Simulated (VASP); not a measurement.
Write the native input for VASP 6.6.1 that does the following.

```yaml
Task: relaxation of cell and atoms
Functional: PBE
Potentials_or_basis: VASP PAW PBE potentials, release 64 (Ag, Cl)
Cutoff: 300 eV
k_mesh: 4 × 4 × 4
Occupations: gaussian, width 0.03 eV
Spin: no spin polarisation
Further_INCAR_settings: ALGO = Normal; EDIFF = 1e-06; IBRION = 2; EDIFFG = -0.01; NSW = 90; ISIF = 3
```

The structure of AgCl (Chlorargyrite) lies in POSCAR:

```
AgCl
1.0
    0.0000000000      2.7350000000      2.7350000000
    2.7350000000      0.0000000000      2.7350000000
    2.7350000000      2.7350000000      0.0000000000
Ag Cl
1 1
Direct
    0.0000000000      0.0000000000      0.0000000000
    0.5000000000      0.5000000000      0.5000000000
```

One way to write it, as run:

INCAR

```
SYSTEM = AgCl
  ALGO = Normal
  EDIFF = 1E-6
  EDIFFG = -0.01
  ENCUT = 300
  GGA = PE
  IBRION = 2
  ISIF = 3
  ISMEAR = 0
  LASPH = .TRUE.
  LCHARG = .FALSE.
  LREAL = .FALSE.
  LWAVE = .FALSE.
  NELM = 80
  NSW = 90
  PREC = Accurate
  SIGMA = 0.03
```

KPOINTS

```
k-points
0
G
  4 4 4
  0 0 0
```

Potentials or basis: VASP PAW PBE potentials, release 64 (Ag, Cl).

The run is started by

```sh
$ cat potpaw_PBE.64/Ag/POTCAR potpaw_PBE.64/Cl/POTCAR > POTCAR
$ mpirun -np 1 vasp_std > vasp.out
```

Results of the run:

The relaxed volume is 21.87 Å³/atom. The relaxed cell is a = 3.955 Å, b = 3.955 Å, c = 3.955 Å, α = 60.00°, β = 60.00°, γ = 60.00° and the space group after relaxing (to 0.05 Å) is Fm-3m (No. 225). The energy gained by relaxing is 15.4 meV/atom, the ionic steps are 2 and the pressure after relaxing is 0.0 GPa. The band gap on the k mesh is 0.90 eV, indirect (least direct gap 3.12 eV).

Caveat: the k mesh is coarse (spacing up to 0.50 Å⁻¹), so the values aren't converged; the cutoff is under 1.25 times the usual one of these potentials, so pressure, stress and relaxed cells hold a basis-set (Pulay) error.

It took 2.9 s on 1 thread of Intel(R) Xeon(R) 6975P-C (Granite Rapids) (shared host), peak memory 0.13 GiB.
